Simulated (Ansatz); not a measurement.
Li$_{3}$N (Li3N type, space group P6/mmm)

```cif
data_Li3N
_chemical_formula_sum 'Li3 N1'
_space_group_name_H-M_alt 'P6/mmm'
_space_group_IT_number 191
_space_group_name_Hall '-P 6 2'
_cell_length_a 3.63435
_cell_length_b 3.63435
_cell_length_c 3.86452
_cell_angle_alpha 90.000
_cell_angle_beta 90.000
_cell_angle_gamma 120.000
loop_
_atom_site_label
_atom_site_type_symbol
_atom_site_symmetry_multiplicity
_atom_site_Wyckoff_symbol
_atom_site_fract_x
_atom_site_fract_y
_atom_site_fract_z
_atom_site_occupancy
Li1 Li 1 b 0.00000 0.00000 0.50000 1
Li2 Li 2 c 0.33333 0.66667 0.00000 1
N1 N 1 a 0.00000 0.00000 0.00000 1
```

The volume is varied about the relaxed value V₀ at fixed cell shape. Symmetry pins the atoms to their sites.

The numbers are results of PBE (plane waves to 420 eV, PAW, scalar-relativistic; Ansatz, a program for electronic structure), not measurements. k mesh 10×10×9 (Γ-centred), Fermi-Dirac smearing 0.05 eV. Energies are smeared free energies. Compression counts positive. With the shape held, the modulus is that of even scaling; a crystal free to change shape is softer. Li3N was relaxed with its symmetry unable to fall. ΔE is measured from the relaxed starting cell.

The scan covers V/V₀ from 0.840 to 1.160 in 13 points.

### Question
What is ΔE at V/V₀ = 0.840?

### Answer
61.8 meV/atom.

### Question
What pressure does the cell carry at V/V₀ = 0.840?

### Answer
12.9 GPa.

### Question
What is ΔE at V/V₀ = 1.160?

### Answer
36.9 meV/atom.

(A scan under strain: stresses follow from slopes of the energy per volume, elastic moduli from its curvatures.)
